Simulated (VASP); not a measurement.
# Li (Im-3m) in VASP: density of states with PBE

Aim: the density of states of Li with PBE.

All numbers are computed with VASP 6.6.1; they aren't measurements. Logs are shortened: lines on timing, memory, paths and dates and some standing lists are left out, and cuts for length are marked.

### 1 The structure

It takes space group Im-3m (No. 229, cubic). Conventional cell: a = 3.434 Å, b = 3.434 Å, c = 3.434 Å, α = 90.00°, β = 90.00°, γ = 90.00°. Li (site symmetry m-3m) has 8 Li at 2.97 Å as nearest neighbours.

### 2 Density of states, PBE

The input, POSCAR:

```
Li
1.0
   -1.7170491874      1.7170491874      1.7170491874
    1.7170491874     -1.7170491874      1.7170491874
    1.7170491874      1.7170491874     -1.7170491874
Li
1
Direct
    0.0000000000      0.0000000000      0.0000000000
```

The input, INCAR.step1:

```
SYSTEM = Li
PREC = Accurate
ENCUT = 520
EDIFF = 1E-6
ISMEAR = 0
SIGMA = 0.1
LREAL = .FALSE.
LASPH = .TRUE.
NELM = 100
ALGO = Normal
ISIF = 2
LWAVE = .FALSE.
LCHARG = .TRUE.
GGA = PE
NBANDS = 8
```

The input, KPOINTS.step1:

```
Automatic mesh
0
G
  18 18 18
  0 0 0
```

The input, INCAR.step2:

```
SYSTEM = Li
PREC = Accurate
ENCUT = 520
EDIFF = 1E-6
ISMEAR = -5
SIGMA = 0.1
LREAL = .FALSE.
LASPH = .TRUE.
NELM = 100
ALGO = Normal
ISIF = 2
LWAVE = .FALSE.
LCHARG = .FALSE.
GGA = PE
LORBIT = 11
NEDOS = 2001
ICHARG = 11
```

The input, KPOINTS.step2:

```
Automatic mesh
0
G
  27 27 27
  0 0 0
```

Potentials or basis: VASP PAW PBE potentials, release 64 (Li_sv).

On the command line:

```sh
> cat potpaw_PBE.64/Li_sv/POTCAR > POTCAR
> cp INCAR.step1 INCAR
> cp KPOINTS.step1 KPOINTS
> mpirun -np 1 vasp_std > vasp.out
> cp INCAR.step2 INCAR
> cp KPOINTS.step2 KPOINTS
> mpirun -np 1 vasp_std > vasp.out
```

OUTCAR:

```text
SYSTEM = Li
   PREC = Accurate
   ENCUT = 520
   EDIFF = 1E-6
   ISMEAR = -5
   LREAL = .FALSE.
   LASPH = .TRUE.
   NELM = 100
   ISIF = 2
   GGA = PE
   LORBIT = 11
   ICHARG = 11

 ion  position               nearest neighbor table
   1  0.000  0.000  0.000-

  LATTYP: Found a body centered cubic cell.
 ALAT       =     3.4340983748

  Lattice vectors:

 A1 = (  -1.7170491874,   1.7170491874,   1.7170491874)
 A2 = (   1.7170491874,  -1.7170491874,   1.7170491874)
 A3 = (   1.7170491874,   1.7170491874,  -1.7170491874)

Analysis of symmetry for initial positions (statically):
=====================================================================
 Subroutine PRICEL returns:
 Original cell was already a primitive cell.

 Routine SETGRP: Setting up the symmetry group for a
 body centered cubic supercell.

 Subroutine GETGRP returns: Found 48 space group operations
 (whereof 48 operations were pure point group operations)
 out of a pool of 48 trial point group operations.

The static configuration has the point symmetry O_h .

Analysis of symmetry for dynamics (positions and initial velocities):
=====================================================================
 Subroutine PRICEL returns:
 Original cell was already a primitive cell.

 Routine SETGRP: Setting up the symmetry group for a
 body centered cubic supercell.

 Subroutine GETGRP returns: Found 48 space group operations
 (whereof 48 operations were pure point group operations)
 out of a pool of 48 trial point group operations.

The dynamic configuration has the point symmetry O_h .

 Subroutine INISYM returns: Found 48 space group operations
 (whereof 48 operations are pure point group operations),
 and found     1 'primitive' translations

----------------------------------------------------------------------------------------

                                     Primitive cell

  volume of cell :      20.2492

  direct lattice vectors                    reciprocal lattice vectors
    -1.717049187  1.717049187  1.717049187     0.000000000  0.291197249  0.291197249
     1.717049187 -1.717049187  1.717049187     0.291197249  0.000000000  0.291197249
     1.717049187  1.717049187 -1.717049187     0.291197249  0.291197249  0.000000000

  length of vectors
     2.974016432  2.974016432  2.974016432     0.411815099  0.411815099  0.411815099

  position of ions in fractional coordinates (direct lattice)
     0.000000000  0.000000000  0.000000000

  ion indices of the primitive-cell ions
   primitive index   ion index
                 1           1

----------------------------------------------------------------------------------------

 KPOINTS: Automatic mesh

Automatic generation of k-mesh.
 Grid dimensions read from file:
 generate k-points for:   27   27   27

 Generating k-lattice:

  Cartesian coordinates                     Fractional coordinates (reciprocal lattice)
     0.000000000  0.010785083  0.010785083     0.037037037  0.000000000  0.000000000
     0.010785083  0.000000000  0.010785083     0.000000000  0.037037037  0.000000000
     0.010785083  0.010785083  0.000000000     0.000000000  0.000000000  0.037037037

  Length of vectors
     0.015252411  0.015252411  0.015252411

  Shift w.r.t. Gamma in fractional coordinates (k-lattice)
     0.000000000  0.000000000  0.000000000

 TETIRR: Found  23679 inequivalent tetrahedra from   118098

 Subroutine IBZKPT returns following result:
 ===========================================

 Found    560 irreducible k-points:

 Following reciprocal coordinates:
            Coordinates               Weight
  0.000000  0.000000  0.000000      1.000000
  0.037037  0.000000  0.000000     12.000000
  0.074074  0.000000  0.000000     12.000000
  0.111111  0.000000  0.000000     12.000000
  0.148148  0.000000  0.000000     12.000000
  0.185185  0.000000  0.000000     12.000000
[... 16 lines left out ...]
  0.333333  0.037037  0.000000     48.000000
  0.370370  0.037037  0.000000     48.000000
 [... further k-points ...]
   k-points           NKPTS =    560   k-points in BZ     NKDIM =    560   number of bands    NBANDS=      5
   number of dos      NEDOS =   2001   number of ions     NIONS =      1
   total plane-waves  NPLWV =  13824
   dimension x,y,z NGX =    24 NGY =   24 NGZ =   24
   dimension x,y,z NGXF=    48 NGYF=   48 NGZF=   48
   ions per type =               1
   NGX,Y,Z   is equivalent  to a cutoff of  13.42, 13.42, 13.42 a.u.
   NGXF,Y,Z  is equivalent  to a cutoff of  26.83, 26.83, 26.83 a.u.
 SYSTEM =  Li
   PREC   = accura    normal or accurate (medium, high low for compatibility)
   ISTART =      0    job   : 0-new  1-cont  2-samecut
   ICHARG =     11    charge: 1-file 2-atom 10-const
   ISPIN  =      1    spin polarized calculation?
   LNONCOLLINEAR =      F non collinear calculations
   LSORBIT =      F    spin-orbit coupling
   LASPH  =      T    aspherical Exc in radial PAW
   ENCUT  =  520.0 eV  38.22 Ry    6.18 a.u.   5.53  5.53  5.53*2*pi/ulx,y,z
   NELM   =    100;   NELMIN=  2; NELMDL=  0     # of ELM steps
   EDIFF  = 0.1E-05   stopping-criterion for ELM
   LREAL  =      F    real-space projection
   EDIFFG = 0.1E-04   stopping-criterion for IOM
   NSW    =      0    number of steps for IOM
   IBRION =     -1    ionic relax: 0-MD 1-quasi-New 2-CG
   NFREE  =      0    steps in history (QN), initial steepest desc. (CG)
   ISIF   =      2    stress and relaxation
   ISYM   =      2    0-nonsym 1-usesym 2-fastsym
   POTIM  = 0.5000    time-step for ionic-motion
   TEBEG  =    0.0;   TEEND  =   0.0 temperature during run
   PSTRESS=    0.0 pullay stress
   NELECT =       3.0000    total number of electrons
   NUPDOWN=      -1.0000    fix difference up-down
   EMIN   =  10.00;   EMAX   =-10.00  energy-range for DOS
   EFERMI =   0.00;   METHOD = LEGACY
   ISMEAR =    -5;   SIGMA  =   0.10  broadening in eV -4-tet -1-fermi 0-gaus
   EFERMI_NEDOS =   21; number of points for ismear=-14 and -15
   IALGO  =     38    algorithm
   IMIX   =      4    mixing-type and parameters
     AMIX     =   0.40;   BMIX     =  1.00
     AMIX_MAG =   1.60;   BMIX_MAG =  1.00
  volume/ion in A,a.u.               =      20.25       136.65
  Fermi-wavevector in a.u.,A,eV,Ry     =   0.866255  1.636985 10.209785  0.750398
  Thomas-Fermi vector in A             =   1.984618
   LORBIT       =     11    0 simple, 1 ext, 2 COOP (PROOUT), +10 PAW based schemes
   GGA     = PE    functional components
   LHFCALC =     F    Hartree Fock is set to
   AEXX    =    0.0000 exact exchange contribution
   IVDW    =     0    specifies the selected vdW correction
   LEPSILON=     F    determine dielectric tensor
   LRPA    =     F    only Hartree local field effects (RPA)
 non-spin polarized calculation
 Fermi weights with tetrahedron method with Bloechl corrections
  energy-cutoff  :      520.00
  volume of cell :       20.25
 maximum number of plane-waves:       564

 number of electron       3.0000000 magnetization

 Free energy of the ion-electron system (eV)
  ---------------------------------------------------
  ext. energy  EPLUGINS =         0.00000000
  ---------------------------------------------------
  free energy    TOTEN  =        -1.90458009 eV

  energy without entropy =       -1.90458009  energy(sigma->0) =       -1.90458009

 E-fermi :   0.6500     XC(G=0):  -7.0467

 val. band max:        0.6418541265   @ k =   0.2963   0.1481   0.0741
 cond. band min:       0.6502851499   @ k =  -0.3704   0.4815   0.0370
 fundamental gap:      0.0084310233
 Fermi energy:         0.6499816528

 k-point     1 :       0.0000    0.0000    0.0000
  band No.  band energies     occupation
      1     -45.8992      2.00000
      2      -2.9336      2.00000
      3      15.2438      0.00000
      4      15.2438      0.00000
      5      15.2438      0.00000

 k-point     2 :       0.0370    0.0000    0.0000
  band No.  band energies     occupation
      1     -45.8989      2.00000
      2      -2.9076      2.00000
      3      15.0696      0.00000
      4      15.1012      0.00000
      5      15.1979      0.00000

 k-point     3 :       0.0741    0.0000    0.0000
  band No.  band energies     occupation
      1     -45.8982      2.00000
      2      -2.8296      2.00000
      3      14.5343      0.00000
      4      14.7345      0.00000
      5      15.0620      0.00000

 k-point     4 :       0.1111    0.0000    0.0000
  band No.  band energies     occupation
      1     -45.8969      2.00000
      2      -2.6998      2.00000
      3      13.6640      0.00000
      4      14.2537      0.00000
      5      14.8444      0.00000

 k-point     5 :       0.1481    0.0000    0.0000
  band No.  band energies     occupation
      1     -45.8953      2.00000
      2      -2.5179      2.00000
      3      12.5769      0.00000
      4      13.7385      0.00000
      5      14.5631      0.00000

 k-point     6 :       0.1852    0.0000    0.0000
  band No.  band energies     occupation
      1     -45.8933      2.00000
      2      -2.2839      2.00000
      3      11.3986      0.00000
      4      13.2331      0.00000
      5      14.2431      0.00000

 k-point     7 :       0.2222    0.0000    0.0000
  band No.  band energies     occupation
      1     -45.8912      2.00000
      2      -1.9984      2.00000
      3      10.2067      0.00000
      4      12.7607      0.00000
      5      13.9105      0.00000

 k-point     8 :       0.2593    0.0000    0.0000
  band No.  band energies     occupation
      1     -45.8889      2.00000
      2      -1.6623      2.00000
      3       9.0425      0.00000
      4      12.3343      0.00000
      5      13.5872      0.00000

 k-point     9 :       0.2963    0.0000    0.0000
  band No.  band energies     occupation
      1     -45.8866      2.00000
      2      -1.2773      2.00000
      3       7.9295      0.00000
      4      11.9613      0.00000
      5      13.2895      0.00000

 k-point    10 :       0.3333    0.0000    0.0000
  band No.  band energies     occupation
      1     -45.8846      2.00000
      2      -0.8485      2.00000
      3       6.8831      0.00000
      4      11.6462      0.00000
      5      13.0290      0.00000

 k-point    11 :       0.3704    0.0000    0.0000
  band No.  band energies     occupation
      1     -45.8828      2.00000
      2      -0.3849      2.00000
      3       5.9201      0.00000
      4      11.3916      0.00000
      5      12.8134      0.00000

 k-point    12 :       0.4074    0.0000    0.0000
  band No.  band energies     occupation
      1     -45.8813      2.00000
      2       0.0922      2.00826
      3       5.0658      0.00000
      4      11.1995      0.00000
      5      12.6480      0.00000

 k-point    13 :       0.4444    0.0000    0.0000
  band No.  band energies     occupation
      1     -45.8802      2.00000
      2       0.5337      1.78288
      3       4.3714      0.00000
      4      11.0708      0.00000
      5      12.5361      0.00000

 k-point    14 :       0.4815    0.0000    0.0000
  band No.  band energies     occupation
      1     -45.8798      2.00000
      2       0.8297     -0.03077
      3       3.9483      0.00000
      4      11.0063      0.00000
      5      12.4797      0.00000

 k-point    15 :       0.0370    0.0370    0.0000
  band No.  band energies     occupation
      1     -45.8984      2.00000
      2      -2.8556      2.00000
      3      14.7284      0.00000
      4      14.8731      0.00000
      5      15.0601      0.00000

 k-point    16 :       0.0741    0.0370    0.0000
  band No.  band energies     occupation
      1     -45.8974      2.00000
      2      -2.7518      2.00000
      3      14.1027      0.00000
      4      14.3790      0.00000
      5      14.8418      0.00000

 k-point    17 :       0.1111    0.0370    0.0000
  band No.  band energies     occupation
      1     -45.8960      2.00000
      2      -2.5958      2.00000
      3      13.1374      0.00000
      4      13.8527      0.00000
      5      14.5546      0.00000

 k-point    18 :       0.1481    0.0370   -0.0000
  band No.  band energies     occupation
      1     -45.8942      2.00000
      2      -2.3879      2.00000
      3      11.9986      0.00000
      4      13.3395      0.00000
      5      14.2154      0.00000

 k-point    19 :       0.1852    0.0370    0.0000
  band No.  band energies     occupation
      1     -45.8921      2.00000
      2      -2.1279      2.00000
      3      10.8085      0.00000
      4      12.8546      0.00000
      5      13.8535      0.00000

 k-point    20 :       0.2222    0.0370    0.0000
  band No.  band energies     occupation
      1     -45.8899      2.00000
      2      -1.8168      2.00000
      3       9.6276      0.00000
      4      12.4107      0.00000
      5      13.4952      0.00000

 k-point    21 :       0.2593    0.0370    0.0000
  band No.  band energies     occupation
      1     -45.8876      2.00000
      2      -1.4557      2.00000
      3       8.4871      0.00000
      4      12.0163      0.00000
      5      13.1603      0.00000

 k-point    22 :       0.2963    0.0370   -0.0000
  band No.  band energies     occupation
      1     -45.8855      2.00000
      2      -1.0477      2.00000
      3       7.4058      0.00000
      4      11.6768      0.00000
      5      12.8622      0.00000

 k-point    23 :       0.3333    0.0370    0.0000
  band No.  band energies     occupation
      1     -45.8835      2.00000
      2      -0.5993      2.00000
      3       6.3986      0.00000
      4      11.3957      0.00000
      5      12.6098      0.00000

 k-point    24 :       0.3704    0.0370    0.0000
  band No.  band energies     occupation
      1     -45.8819      2.00000
      2      -0.1243      2.00000
      3       5.4850      0.00000
      4      11.1753      0.00000
      5      12.4089      0.00000

 [... further k-points ...]

------------------------ aborting loop because EDIFF is reached ----------------------------------------

  FORCE on cell =-STRESS in cart. coord.  units (eV):
  Direction    XX          YY          ZZ          XY          YZ          ZX
  --------------------------------------------------------------------------------------
  -------------------------------------------------------------------------------------
  Total       -0.0088623     -0.0088623     -0.0088623      0.0000000     -0.0000000      0.0000000
  in kB       -0.7012075     -0.7012075     -0.7012075      0.0000000     -0.0000000      0.0000000
  external PRESSURE =      -0.7012075 kB  Pullay stress =       0.0000000 kB

 VOLUME and BASIS-vectors are now :
 -----------------------------------------------------------------------------
  energy-cutoff  :      520.00
  volume of cell :       20.25
      direct lattice vectors                 reciprocal lattice vectors
    -1.717049187  1.717049187  1.717049187     0.000000000  0.291197249  0.291197249
     1.717049187 -1.717049187  1.717049187     0.291197249  0.000000000  0.291197249
     1.717049187  1.717049187 -1.717049187     0.291197249  0.291197249  0.000000000

 POSITION                                       TOTAL-FORCE (eV/Angst)
 -----------------------------------------------------------------------------------
      0.00000      0.00000      0.00000        -0.000000      0.000000     -0.000000
 -----------------------------------------------------------------------------------
    total drift:                               -0.000000      0.000000      0.000000

  FREE ENERGIE OF THE ION-ELECTRON SYSTEM (eV)
  ---------------------------------------------------
  free  energy   TOTEN  =        -1.9045800936 eV

  energy  without entropy=       -1.9045800936  energy(sigma->0) =       -1.90458009

 total charge

# of ion       s       p       d       tot
------------------------------------------
    1        2.033   0.041   0.000   2.074
```

Wall time 27 s (1 thread of Intel Xeon Platinum 8488C (Sapphire Rapids), shared host); peak memory 0.18 GiB.

Results:

```
Valence electrons inside the program's atomic spheres : Li 2.07
```

Levels at points of the mesh, in eV from the Fermi level:
```
           k point  band 1  band 2  band 3  band 4  band 5
(0.00, 0.00, 0.00)  -46.55   -3.58   14.59   14.59   14.59
```

States per cell in windows of 1 eV (zero at the Fermi level; states under -8 eV left out):
```
from (eV)  total  Li1_p  Li1_s  Li1_d
     -8.0   0.00   0.00   0.00   0.00
     -7.0   0.00   0.00   0.00   0.00
     -6.0   0.00   0.00   0.00   0.00
     -5.0   0.00   0.00   0.00   0.00
     -4.0   0.06   0.00   0.01   0.00
     -3.0   0.22   0.00   0.02   0.00
     -2.0   0.31   0.01   0.02   0.00
     -1.0   0.41   0.03   0.02   0.00
      0.0   0.51   0.04   0.01   0.00
      1.0   0.33   0.03   0.00   0.00
      2.0   0.14   0.02   0.00   0.00
      3.0   0.58   0.05   0.02   0.00
      4.0   0.45   0.05   0.01   0.00
      5.0   0.43   0.06   0.01   0.00
      6.0   0.64   0.09   0.03   0.00
      7.0   0.55   0.09   0.02   0.00
```

Caveat: the cutoff is under 1.25 times the usual one of these potentials, so pressure, stress and relaxed cells hold a basis-set (Pulay) error; tetrahedron occupations give inexact forces and stress in metals.
